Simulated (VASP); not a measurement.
# Ge (Cmcm) in VASP: single point with PBE

Aim: the single point of Ge with PBE.

All numbers are computed with VASP 6.6.1; they aren't measurements. Logs are shortened: lines on timing, memory, paths and dates and some standing lists are left out, and cuts for length are marked.

## (1) The cell of the first run

The structure is orthorhombic, space group Cmcm (No. 63). The conventional cell has a = 3.869 Å, b = 6.924 Å, c = 6.593 Å, α = 90.00°, β = 90.00°, γ = 90.00°. Ge (site symmetry m) has 4 Ge at 2.42 to 2.45 Å as nearest neighbours.

The cell was built by a generator and needn't be a form met in nature.

## (2) Single point, PBE (uniaxial_x strain -3.2%)

INCAR

```
PREC     = Accurate       # precision mode
ENCUT    = 520            # plane-wave cutoff, eV
EDIFF    = 1E-6           # SCF threshold, eV
ISMEAR   = -1             # smearing method
SIGMA    = 0.02           # smearing width, eV
LREAL    = False          # projectors in reciprocal space
LASPH    = True           # aspherical terms in the spheres
NELM     = 100            # most SCF steps
ALGO     = Fast           # electronic algorithm
ISIF     = 2              # what is computed and relaxed
LWAVE    = False          # write WAVECAR
LCHARG   = False          # write CHGCAR
GGA      = PE             # functional
NBANDS   = 36             # bands
```

KPOINTS

```
regular mesh
0
Gamma
  12 12 4
```

POSCAR

```
Ge
1.0
    3.8692917347      0.0000000000      0.0000000000
   -1.9346458673      3.4620363022      0.0000000000
    0.0000000000      0.0000000000      6.5928194958
Ge
4
Direct
    0.3349384475      0.6698768950      0.0014430802
    0.6650615525      0.3301231050      0.5014430802
    0.3349384475      0.6698768950      0.3735569198
    0.6650615525      0.3301231050      0.8735569198
```

Potentials or basis: VASP PAW PBE potentials, release 64 (Ge_d).

The run is started by

```
$ cat potpaw_PBE.64/Ge_d/POTCAR > POTCAR
$ mpirun -np 1 vasp_std > vasp.out
```

OUTCAR:

```text
PREC = Accurate
   ENCUT = 520
   EDIFF = 1E-6
   ISMEAR = -1
   LREAL = False
   LASPH = True
   NELM = 100
   ISIF = 2
   GGA = PE

 ion  position               nearest neighbor table
   1  0.335  0.670  0.001-   4 2.42   4 2.42   4 2.44   3 2.45
   2  0.665  0.330  0.501-   3 2.42   3 2.42   3 2.44   4 2.45
   3  0.335  0.670  0.374-   2 2.42   2 2.42   2 2.44   1 2.45
   4  0.665  0.330  0.874-   1 2.42   1 2.42   1 2.44   2 2.45

  LATTYP: Found a base centered orthorhombic cell.
 ALAT       =     3.8692917347
 B/A-ratio  =     1.7894935505
 C/A-ratio  =     1.7038827640

  Lattice vectors:

 A1 = (   1.9346458673,  -3.4620363022,   0.0000000000)
 A2 = (   1.9346458674,   3.4620363022,   0.0000000000)
 A3 = (   0.0000000000,   0.0000000000,   6.5928194958)

Analysis of symmetry for initial positions (statically):
=====================================================================
 Subroutine PRICEL returns:
 Original cell was already a primitive cell.

 Routine SETGRP: Setting up the symmetry group for a
 base centered orthorhombic supercell.

 Subroutine GETGRP returns: Found  8 space group operations
 (whereof  2 operations were pure point group operations)
 out of a pool of  8 trial point group operations.

The static configuration has the point symmetry C_1h.
 The point group associated with its full space group is D_2h.

Analysis of symmetry for dynamics (positions and initial velocities):
=====================================================================
 Subroutine PRICEL returns:
 Original cell was already a primitive cell.

 Routine SETGRP: Setting up the symmetry group for a
 base centered orthorhombic supercell.

 Subroutine GETGRP returns: Found  8 space group operations
 (whereof  2 operations were pure point group operations)
 out of a pool of  8 trial point group operations.

The dynamic configuration has the point symmetry C_1h.
 The point group associated with its full space group is D_2h.

 Subroutine INISYM returns: Found  8 space group operations
 (whereof  2 operations are pure point group operations),
 and found     1 'primitive' translations

----------------------------------------------------------------------------------------

                                     Primitive cell

  volume of cell :      88.3150

  direct lattice vectors                    reciprocal lattice vectors
     3.869291735  0.000000000  0.000000000     0.258445232  0.144423673  0.000000000
    -1.934645867  3.462036302  0.000000000     0.000000000  0.288847347  0.000000000
     0.000000000  0.000000000  6.592819496     0.000000000  0.000000000  0.151680173

  length of vectors
     3.869291735  3.965923599  6.592819496     0.296061033  0.288847347  0.151680173

  position of ions in fractional coordinates (direct lattice)
     0.334938448  0.669876895  0.001443080
     0.665061552  0.330123105  0.501443080
     0.334938448  0.669876895  0.373556920
     0.665061552  0.330123105  0.873556920

  ion indices of the primitive-cell ions
   primitive index   ion index
                 1           1
                 2           2
                 3           3
                 4           4

----------------------------------------------------------------------------------------

 KPOINTS: regular mesh

Automatic generation of k-mesh.
 Grid dimensions read from file:
 generate k-points for:   12   12    4

 Generating k-lattice:

  Cartesian coordinates                     Fractional coordinates (reciprocal lattice)
     0.021537103  0.012035306  0.000000000     0.083333333  0.000000000  0.000000000
     0.000000000  0.024070612  0.000000000     0.000000000  0.083333333  0.000000000
     0.000000000  0.000000000  0.037920043     0.000000000  0.000000000  0.250000000

  Length of vectors
     0.024671753  0.024070612  0.037920043

  Shift w.r.t. Gamma in fractional coordinates (k-lattice)
     0.000000000  0.000000000  0.000000000

 Subroutine IBZKPT returns following result:
 ===========================================

 Found    129 irreducible k-points:

 Following reciprocal coordinates:
            Coordinates               Weight
  0.000000  0.000000  0.000000      1.000000
  0.083333  0.000000  0.000000      4.000000
  0.166667  0.000000  0.000000      4.000000
  0.250000  0.000000  0.000000      4.000000
  0.333333  0.000000  0.000000      4.000000
  0.416667  0.000000  0.000000      4.000000
[... 16 lines left out ...]
  0.333333  0.166667  0.000000      4.000000
  0.416667  0.166667  0.000000      4.000000
 [... further k-points ...]
   k-points           NKPTS =    129   k-points in BZ     NKDIM =    129   number of bands    NBANDS=     36
   number of dos      NEDOS =    301   number of ions     NIONS =      4
   total plane-waves  NPLWV =  45000
   dimension x,y,z NGX =    30 NGY =   30 NGZ =   50
   dimension x,y,z NGXF=    60 NGYF=   60 NGZF=  100
   ions per type =               4
   NGX,Y,Z   is equivalent  to a cutoff of  12.89, 12.58, 12.61 a.u.
   NGXF,Y,Z  is equivalent  to a cutoff of  25.78, 25.15, 25.22 a.u.
 SYSTEM =  unknown system
   PREC   = accura    normal or accurate (medium, high low for compatibility)
   ISTART =      0    job   : 0-new  1-cont  2-samecut
   ICHARG =      2    charge: 1-file 2-atom 10-const
   ISPIN  =      1    spin polarized calculation?
   LNONCOLLINEAR =      F non collinear calculations
   LSORBIT =      F    spin-orbit coupling
   LASPH  =      T    aspherical Exc in radial PAW
   ENCUT  =  520.0 eV  38.22 Ry    6.18 a.u.   7.19  7.37 12.26*2*pi/ulx,y,z
   NELM   =    100;   NELMIN=  2; NELMDL= -5     # of ELM steps
   EDIFF  = 0.1E-05   stopping-criterion for ELM
   LREAL  =      F    real-space projection
   EDIFFG = 0.1E-04   stopping-criterion for IOM
   NSW    =      0    number of steps for IOM
   IBRION =     -1    ionic relax: 0-MD 1-quasi-New 2-CG
   NFREE  =      0    steps in history (QN), initial steepest desc. (CG)
   ISIF   =      2    stress and relaxation
   ISYM   =      2    0-nonsym 1-usesym 2-fastsym
   POTIM  = 0.5000    time-step for ionic-motion
   TEBEG  =    0.0;   TEEND  =   0.0 temperature during run
   PSTRESS=    0.0 pullay stress
   NELECT =      56.0000    total number of electrons
   NUPDOWN=      -1.0000    fix difference up-down
   EMIN   =  10.00;   EMAX   =-10.00  energy-range for DOS
   EFERMI =   0.00;   METHOD = LEGACY
   ISMEAR =    -1;   SIGMA  =   0.02  broadening in eV -4-tet -1-fermi 0-gaus
   EFERMI_NEDOS =   21; number of points for ismear=-14 and -15
   IALGO  =     68    algorithm
   IMIX   =      4    mixing-type and parameters
     AMIX     =   0.40;   BMIX     =  1.00
     AMIX_MAG =   1.60;   BMIX_MAG =  1.00
  volume/ion in A,a.u.               =      22.08       148.99
  Fermi-wavevector in a.u.,A,eV,Ry     =   1.406456  2.657816 26.913927  1.978118
  Thomas-Fermi vector in A             =   2.528814
   LORBIT       =      0    0 simple, 1 ext, 2 COOP (PROOUT), +10 PAW based schemes
   GGA     = PE    functional components
   LHFCALC =     F    Hartree Fock is set to
   AEXX    =    0.0000 exact exchange contribution
   IVDW    =     0    specifies the selected vdW correction
   LEPSILON=     F    determine dielectric tensor
   LRPA    =     F    only Hartree local field effects (RPA)
 non-spin polarized calculation
 RMM-DIIS sequential band-by-band and
  energy-cutoff  :      520.00
  volume of cell :       88.31
 maximum number of plane-waves:      2411
 NGX is ok and might be reduce to    30
   NGX = 15   NGY = 15   NGZ = 25

 number of electron      55.9999990 magnetization

 Free energy of the ion-electron system (eV)
  ---------------------------------------------------
  ext. energy  EPLUGINS =         0.00000000
  ---------------------------------------------------
  free energy    TOTEN  =       -17.86721082 eV

  energy without entropy =      -17.86709466  energy(sigma->0) =      -17.86715274

 E-fermi :   5.5003     XC(G=0): -10.0432

 val. band max:        5.4653104003   @ k =   0.0000   0.0000   0.0000
 cond. band min:       5.5182996447   @ k =   0.0000   0.0000   0.0000
 fundamental gap:      0.0529892444
 Fermi energy:         5.5002646163

 k-point     1 :       0.0000    0.0000    0.0000
  band No.  band energies     occupation
      1     -19.6663      2.00000
      2     -19.6523      2.00000
      3     -19.6267      2.00000
      4     -19.6092      2.00000
      5     -19.6060      2.00000
      6     -19.6020      2.00000
[... 28 lines left out ...]
     35      10.0176      0.00000
     36      11.5478      0.00000

 k-point     2 :       0.0833    0.0000    0.0000
  band No.  band energies     occupation
      1     -19.6691      2.00000
      2     -19.6547      2.00000
      3     -19.6264      2.00000
      4     -19.6125      2.00000
      5     -19.6113      2.00000
      6     -19.5955      2.00000
[... 28 lines left out ...]
     35      10.2698      0.00000
     36      11.9911      0.00000

 k-point     3 :       0.1667    0.0000    0.0000
  band No.  band energies     occupation
      1     -19.6744      2.00000
      2     -19.6586      2.00000
      3     -19.6260      2.00000
      4     -19.6231      2.00000
      5     -19.6143      2.00000
      6     -19.5843      2.00000
[... 28 lines left out ...]
     35      11.1610      0.00000
     36      11.2075      0.00000
[... 742 lines left out ...]
 k-point    23 :       0.3333    0.1667    0.0000
  band No.  band energies     occupation
      1     -19.6764      2.00000
      2     -19.6702      2.00000
      3     -19.6547      2.00000
      4     -19.6496      2.00000
      5     -19.5686      2.00000
      6     -19.5489      2.00000
[... 28 lines left out ...]
     35      12.3888      0.00000
     36      12.8784      0.00000

 k-point    24 :       0.4167    0.1667    0.0000
  band No.  band energies     occupation
      1     -19.6741      2.00000
      2     -19.6684      2.00000
      3     -19.6594      2.00000
      4     -19.6491      2.00000
      5     -19.5589      2.00000
      6     -19.5372      2.00000
[... 28 lines left out ...]
     35      12.6179      0.00000
     36      13.2673      0.00000

 [... further k-points ...]

------------------------ aborting loop because EDIFF is reached ----------------------------------------

  FORCE on cell =-STRESS in cart. coord.  units (eV):
  Direction    XX          YY          ZZ          XY          YZ          ZX
  --------------------------------------------------------------------------------------
  -------------------------------------------------------------------------------------
  Total        4.4755560      2.4182628      2.1311851      0.0000000      0.0000000      0.0000000
  in kB       81.1938810     43.8712286     38.6631721      0.0000000      0.0000000      0.0000000
  external PRESSURE =      54.5760939 kB  Pullay stress =       0.0000000 kB

 VOLUME and BASIS-vectors are now :
 -----------------------------------------------------------------------------
  energy-cutoff  :      520.00
  volume of cell :       88.31
      direct lattice vectors                 reciprocal lattice vectors
     3.869291735  0.000000000  0.000000000     0.258445232  0.144423673  0.000000000
    -1.934645867  3.462036302  0.000000000     0.000000000  0.288847347  0.000000000
     0.000000000  0.000000000  6.592819496     0.000000000  0.000000000  0.151680173

 POSITION                                       TOTAL-FORCE (eV/Angst)
 -----------------------------------------------------------------------------------
      0.00000      2.31914      0.00951         0.000000      0.027768      0.024538
      1.93465      1.14290      3.30592        -0.000000     -0.027768      0.024538
      0.00000      2.31914      2.46279         0.000000      0.027768     -0.024538
      1.93465      1.14290      5.75920        -0.000000     -0.027768     -0.024538
 -----------------------------------------------------------------------------------
    total drift:                               -0.000001     -0.000001      0.001050

  FREE ENERGIE OF THE ION-ELECTRON SYSTEM (eV)
  ---------------------------------------------------
  free  energy   TOTEN  =       -17.8672108168 eV

  energy  without entropy=      -17.8670946563  energy(sigma->0) =      -17.86715274
```

Run time: 5.4 min. Hardware: 1 thread of Intel Xeon Platinum 8375C at 2.90GHz (Ice Lake), shared host; peak memory 0.41 GiB.

Results:

```
Free energy            : -17.8672 eV
Pressure               : 5.5 GPa
Largest force          : 0.037 eV/Å
Band gap on the k mesh : 0.05 eV, direct
```

Forces on the atoms (eV/Å):
```
Ge   0.000  0.028  0.025
Ge   0.000 -0.028  0.025
Ge   0.000  0.028 -0.025
Ge   0.000 -0.028 -0.025
```

Levels at points of the mesh, in eV from the valence-band top:
| k point | band 25 | band 26 | band 27 | band 28 | band 29 | band 30 | band 31 | band 32 |
| --- | --- | --- | --- | --- | --- | --- | --- | --- |
| (0.00, 0.00, 0.00) | -1.46 | -0.43 | -0.16 | 0.00 | 0.05 | 0.15 | 2.13 | 2.25 |
| (0.50, 0.00, 0.00) | -4.91 | -3.40 | -3.08 | -1.76 | 0.29 | 1.40 | 3.25 | 3.47 |
| (0.00, 0.50, 0.00) | -4.94 | -3.17 | -3.06 | -1.43 | 0.70 | 1.85 | 3.42 | 3.74 |
| (0.00, 0.00, 0.50) | -1.13 | -1.13 | -0.83 | -0.83 | 0.75 | 0.75 | 3.23 | 3.23 |
| (0.50, 0.00, 0.50) | -2.87 | -2.87 | -2.73 | -2.73 | 0.29 | 0.29 | 1.89 | 1.89 |
| (0.00, 0.50, 0.50) | -2.89 | -2.89 | -2.40 | -2.40 | 0.47 | 0.47 | 2.02 | 2.02 |

A k mesh can miss the band edges.
